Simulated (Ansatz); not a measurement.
# Iridium, omega (AlB2-type) under LDA: from relaxation to bulk modulus

What does LDA give for iridium in the omega (AlB2-type) structure? We relax it, solve it on a dense k-mesh, then scale the cell to 7 volumes from 88 to 112 % of the relaxed one and try a fit of the equation of state. Spin polarisation is left out. The k-meshes are 9×9×12 for the relaxation; 11×11×16 for the dense run; 10×10×13 for the volumes.

Method: DFT LDA (PW92), plane waves (420 eV) with PAW, scalar-relativistic; PAW files made under PBE, frozen cores solved again for the functional, in Ansatz 0.2.0.

**1. The structure to begin with**

Symmetry: P6/mmm, No. 191, hexagonal system. Conventional cell: a = 4.308 Å, b = 4.308 Å, c = 2.641 Å, α = 90.00°, β = 90.00°, γ = 120.00°. Ir (site symmetry 6/mmm) has 14 Ir at 2.64 to 2.82 Å as nearest neighbours. Ir (site symmetry -6m2) has 11 Ir at 2.49 to 2.82 Å as nearest neighbours.

Structure file:

```xyz
3
Lattice="4.3081 0.0000 0.0000 -2.1541 3.7309 0.0000 0.0000 0.0000 2.6409" Properties=species:S:1:pos:R:3 pbc="T T T"
Ir    0.0000    0.0000    0.0000
Ir    0.0000    2.4873    1.3204
Ir    2.1541    1.2436    1.3204
```

**2. Relaxation of the cell**

The input, input.yaml:

```yaml
crystal:
  lattice:
    - [4.3081096287, 0.0, 0.0]
    - [-2.1540548143, 3.7309323807, 0.0]
    - [0.0, 0.0, 2.6408712024]
  atoms:
    - { symbol: Ir, position: [0.0, 0.0, 0.0] }
    - { symbol: Ir, position: [0.3333333333, 0.6666666667, 0.5] }
    - { symbol: Ir, position: [0.6666666667, 0.3333333333, 0.5] }
hamiltonian:
  xc: lda
  pseudopotentials:
    kind: paw
    azcp:
      Ir: "pseudopotentials/Ir.paw.azcp"
basis:
  ecutwfc: 420
  fft_grid_basis: typed
kpoints:
  mp_grid: { grid: [9, 9, 12], shift: [0, 0, 0] }
magnetization:
  spin_polarized: false
scf:
  occupations: { method: fermi_dirac, width: 0.1 }
relax:
  max_steps: 60
  f_tol: 0.01
  cell: {}
```

The log of the run, shortened:

```text
Warning: <dir> the record states the generating functional pbe (its physics header spells it `PBE`), which answers neither for hamiltonian.xc's functional nor for the lda family's — results may be inconsistent (PPs are generated against a specific XC)
Warning: RAYON_NUM_THREADS=2 ignored (pool sized by the plan → 2); use --threads N
[...]
Pseudopotentials: kind: paw
Pseudopotential: Ir, paw, valence charge 17, recommended cutoff 420 eV (normal), <dir>
Functional definition: SPW92
[...]
Crystal: 3 atoms, lattice volume = 42.447 Å³
Basis set: ecut = 420 eV, 795 PW (Γ)
Bands: 31, of which v1, the nominal top of the filled ones, is band 26 counted from 1 (25 counted from 0)
Symmetry: 24 space group operations
Space group: P6/mmm (ITA 191), of the structure as read, at distance tolerance 3.5e-5 Å
k-points: 84 of 972
[...]
SCF iter   1: F=—  HF=-34989.147268 eV  |F-HF|=—  |Δ(HF+E_count)|=         —  Δρ=1.00e-2  dr2=1.99e-2  ethr=1.77e-3  ⟨swp⟩=5.0  Hψ=8929  notcnv=0
[...]
relax step   1: F+E_penalty+E_count = -34989.14751126 eV  Δ(F+E_penalty+E_count) = +0.000e0 eV  max|allowed force component| = 8.018e-17 eV/Å  Δτ_max = 0.0000 Å  P = +3.252 GPa  Ω = 42.447 Å³  (6 SCF iters, dr2 threshold 1.00e-7 eV, accepted)
[...]
relax step   4: F+E_penalty+E_count = -34989.15242834 eV  Δ(F+E_penalty+E_count) = -1.942e-5 eV  max|allowed force component| = 7.093e-17 eV/Å  Δτ_max = 0.0000 Å  P = -0.023 GPa  Ω = 42.825 Å³  energy of the carried Pulay correction = -9.889e-5 eV  (6 SCF iters, dr2 threshold 1.32e-7 eV, accepted)
[...]
relax step   5: F+E_penalty+E_count = -34989.15251630 eV  Δ(F+E_penalty+E_count) = -8.796e-5 eV  max|allowed force component| = 4.472e-17 eV/Å  Δτ_max = 0.0000 Å  P = -0.026 GPa  Ω = 42.825 Å³  stress off target by 4.28e-2 GPa  SCF on the basis re-selected at this cell (its energy is not [...]
SCF converged after 8 iterations
Free energy (F): -34989.152516 eV
[...]
E sigma→0 (E₀):  -34989.080354 eV
Entropy (-TS):   -0.144324 eV (-48.108 meV/atom)
Fermi energy:    25.167926 eV
[...]
--- Forces (eV/Å), atoms counted from 1 ---
  atom   1  Ir    -0.00000000     0.00000000     0.00000000
  atom   2  Ir     0.00000000    -0.00000000     0.00000000
  atom   3  Ir    -0.00000000     0.00000000     0.00000000
[...]
--- Stress (GPa, compression-positive) ---
       -0.042767      -0.000000       0.000000
       -0.000000      -0.042767       0.000000
        0.000000       0.000000       0.006755
  P = ⅓ Tr σ = -0.0263 GPa (-0.263 kbar)
--- Relaxed structure (4 steps of the walk, 3 accepted, 1 SCFs on fresh bases) ---
  F+E_penalty+E_count = -34989.15251630 eV   max|allowed force component| = 4.472e-17 eV/Å   (the final SCF, on the basis selected at the relaxed cell)
  cell:  # Å, volume = 42.8248 Å³
    - [4.313000687028212, -2.890016658263424e-11, 0.0]
    - [-2.1565003434890775, 3.7351681615206185, 0.0]
    - [0.0, 0.0, 2.6583093275782956]
  atoms:
    - { symbol: Ir, position: [-3.8917659175166726e-36, 2.1508586279761893e-36, 0.0] }
    - { symbol: Ir, position: [0.33333333333333337, 0.6666666666666666, 0.5] }
    - { symbol: Ir, position: [0.6666666666666669, 0.3333333333333334, 0.5] }
```

Run time: 11 s. Hardware: 2 threads of an Arm CPU, shared host; peak memory 0.36 GiB.

The walk, from the log:

```csv
step,energy change (meV/atom),largest force (eV/Å),pressure (GPa),volume (Å³/atom),accepted
1,0.00,0.0000,3.25,14.149,yes
2,2.70,0.0000,-5.60,14.502,no
3,-1.63,0.0000,-0.19,14.281,yes
4,-1.64,0.0000,-0.02,14.275,yes
5,-1.67,0.0000,-0.03,14.275,yes
```

Steps that repeat a cell are solved on a basis chosen anew, so their changes of energy are no gain of the relaxation.

Changes in the cell that was computed:

|  | before | after | change |
| --- | --- | --- | --- |
| a (Å) | 4.308 | 4.313 | +0.1 % |
| b (Å) | 4.308 | 4.313 | +0.1 % |
| c (Å) | 2.641 | 2.658 | +0.7 % |
| volume (Å³/atom) | 14.149 | 14.275 | +0.9 % |
| shortest distance (Å) | 2.487 | 2.490 | +0.1 % |
| space group (spins left aside) | P6/mmm | P6/mmm | same |

**3. The energy on a finer k-mesh**

The input, input.yaml:

```yaml
crystal:
  lattice:
    - [4.313000687, 0.0, 0.0]
    - [-2.1565003435, 3.7351681615, 0.0]
    - [0.0, 0.0, 2.6583093276]
  atoms:
    - { symbol: Ir, position: [1.0, 0.0, 0.0] }
    - { symbol: Ir, position: [0.3333333333, 0.6666666667, 0.5] }
    - { symbol: Ir, position: [0.6666666667, 0.3333333333, 0.5] }
hamiltonian:
  xc: lda
  pseudopotentials:
    kind: paw
    azcp:
      Ir: "pseudopotentials/Ir.paw.azcp"
basis:
  ecutwfc: 420
  fft_grid_basis: typed
kpoints:
  mp_grid: { grid: [11, 11, 16], shift: [0, 0, 0] }
magnetization:
  spin_polarized: false
scf:
  occupations: { method: fermi_dirac, width: 0.1 }
```

The log of the run, shortened:

```text
Warning: <dir> the record states the generating functional pbe (its physics header spells it `PBE`), which answers neither for hamiltonian.xc's functional nor for the lda family's — results may be inconsistent (PPs are generated against a specific XC)
Warning: RAYON_NUM_THREADS=2 ignored (pool sized by the plan → 2); use --threads N
[...]
Pseudopotentials: kind: paw
Pseudopotential: Ir, paw, valence charge 17, recommended cutoff 420 eV (normal), <dir>
Functional definition: SPW92
[...]
Crystal: 3 atoms, lattice volume = 42.825 Å³
Basis set: ecut = 420 eV, 867 PW (Γ)
Bands: 31, of which v1, the nominal top of the filled ones, is band 26 counted from 1 (25 counted from 0)
Symmetry: 24 space group operations
Space group: P6/mmm (ITA 191), of the structure as read, at distance tolerance 3.5e-5 Å
k-points: 144 of 1936
[...]
SCF iter   1: F=—  HF=-34989.155634 eV  |F-HF|=—  |Δ(HF+E_count)|=         —  Δρ=1.05e-2  dr2=3.05e-2  ethr=1.77e-3  ⟨swp⟩=5.0  Hψ=15284  notcnv=0
[...]
SCF iter   6: F=-34989.154627 eV  HF=-34989.154627 eV  |F-HF|=3.92e-9  |Δ(HF+E_count)|=   4.71e-8  Δρ=7.43e-6  dr2=9.68e-9  ethr=1.96e-10  ⟨swp⟩=2.4  Hψ=8861  notcnv=0
[...]
SCF converged after 6 iterations
Free energy (F): -34989.154627 eV
[...]
E sigma→0 (E₀):  -34989.082176 eV
Entropy (-TS):   -0.144903 eV (-48.301 meV/atom)
Fermi energy:    25.176048 eV
[...]
```

Run time: 3 s. Hardware: 2 threads of an Arm CPU, shared host; peak memory 0.38 GiB.

**4. At 88 % of the relaxed volume**

The input, input.yaml:

```yaml
crystal:
  lattice:
    - [4.1330794271, 0.0, 0.0]
    - [-2.0665397135, 3.5793517797, 0.0]
    - [0.0, 0.0, 2.5474152197]
  atoms:
    - { symbol: Ir, position: [1.0, 0.0, 0.0] }
    - { symbol: Ir, position: [0.3333333333, 0.6666666667, 0.5] }
    - { symbol: Ir, position: [0.6666666667, 0.3333333333, 0.5] }
hamiltonian:
  xc: lda
  pseudopotentials:
    kind: paw
    azcp:
      Ir: "pseudopotentials/Ir.paw.azcp"
basis:
  ecutwfc: 420
  fft_grid_basis: typed
kpoints:
  mp_grid: { grid: [10, 10, 13], shift: [0, 0, 0] }
magnetization:
  spin_polarized: false
scf:
  occupations: { method: fermi_dirac, width: 0.1 }
  lower_state_search: "off"
output:
  stress: true
  write_density: true
  write_potential: true
  elf: true
  volumetric_format: npy
```

The log of the run, shortened:

```text
Warning: <dir> the record states the generating functional pbe (its physics header spells it `PBE`), which answers neither for hamiltonian.xc's functional nor for the lda family's — results may be inconsistent (PPs are generated against a specific XC)
Warning: RAYON_NUM_THREADS=2 ignored (pool sized by the plan → 2); use --threads N
[...]
Pseudopotentials: kind: paw
Pseudopotential: Ir, paw, valence charge 17, recommended cutoff 420 eV (normal), <dir>
Functional definition: SPW92
[...]
Crystal: 3 atoms, lattice volume = 37.686 Å³
Basis set: ecut = 420 eV, 717 PW (Γ)
Bands: 31, of which v1, the nominal top of the filled ones, is band 26 counted from 1 (25 counted from 0)
Symmetry: 24 space group operations
Space group: P6/mmm (ITA 191), of the structure as read, at distance tolerance 3.4e-5 Å
k-points: 98 of 1300
[...]
SCF iter   1: F=—  HF=-34988.228227 eV  |F-HF|=—  |Δ(HF+E_count)|=         —  Δρ=1.05e-2  dr2=1.29e-2  ethr=1.77e-3  ⟨swp⟩=5.4  Hψ=11040  notcnv=0
[...]
SCF iter   7: F=-34988.227949 eV  HF=-34988.227949 eV  |F-HF|=2.30e-9  |Δ(HF+E_count)|=   2.37e-8  Δρ=2.87e-6  dr2=2.98e-9  ethr=1.96e-10  ⟨swp⟩=7.2  Hψ=16488  notcnv=0
[...]
SCF converged after 7 iterations
Free energy (F): -34988.227949 eV
[...]
E sigma→0 (E₀):  -34988.168323 eV
Entropy (-TS):   -0.119252 eV (-39.751 meV/atom)
Fermi energy:    29.539464 eV
[...]
--- Stress (GPa, compression-positive) ---
       68.409655       0.000000       0.000000
        0.000000      68.409655       0.000000
        0.000000       0.000000      60.625187
  P = ⅓ Tr σ = 65.8148 GPa (658.148 kbar)
--- Band table (eV; the first three rows and the last of 98) ---
[...]
```

It took 3.4 s on 2 threads of an Arm CPU, shared host; peak memory 0.35 GiB.

Density in a lattice plane of the grid's cell (edges 4.13 and 4.13 Å, at 0.500 of the third edge), which holds Ir.

Ten even steps from '0' (0.37 e/Å³) to '9' (9.04 e/Å³):
```
000000000000000000000000
000000000111100000000000
000000012333210000000000
000000235665421000000000
000012478987420000000000
000024799997420000000000
000136999985310000000000
001247999853100000000000
001246777531000011221100
001234443210001234443210
000112211000013577764210
000000000000135899974210
000000000001358999963100
000000000002479999742000
000000000002478987421000
000000000012456653200000
000000000001233321000000
000000000000111100000000
000000000000000000000000
000000000000000000000000
```
Columns run along the first of these edges and rows up along the second, over one cell in 24 and 20 even steps from the bottom left corner. Atoms in the plane (fractional): Ir at (0.33, 0.67), Ir at (0.67, 0.33).

ELF in the same plane.

Ten even steps from ' ' (0.23) to '@' (0.67):
```
::::..............::::----::................::::
::........      ..--====--::..    ..........::::
........    ..--++######**==..      ............
......    ..++%%@@@@@@@@%%++::    ..............
....    ::++%%@@%%##@@@@@@**::    ..............
....  ::++%%@@##==++%%@@%%==..  ......      ....
::....==##@@%%++--**%%%%**--......            ..
::::--++%%@@%%####%%%%**==::::::..........    ..
------**%%@@@@@@@@%%**==------::--==++++==::::::
==----++##%%@@%%##++----------++##%%@@%%##++----
--::::::==++++==--::------==**%%@@@@@@@@%%**----
::..    ..........::::::==**%%%%####%%@@%%++--::
::..            ......--**%%%%**--++%%@@##==....
......      ......  ..==%%@@%%++==##@@%%++::  ..
................    ::**@@@@@@##%%@@%%++::    ..
................    ::++%%@@@@@@@@%%++..    ....
..............      ..==**######++--..    ......
::::::..........    ..::--====--..      ........
::::::................::----::::..............::
::::::............::----==----::............::::
```
Columns run along the first of these edges and rows up along the second, over one cell in 24 and 20 even steps from the bottom left corner. Atoms in the plane (fractional): Ir at (0.33, 0.67), Ir at (0.67, 0.33).

Both are smooth fields of the valence electrons: close to the nuclei they are not physical.

[end of part 1 of 2]
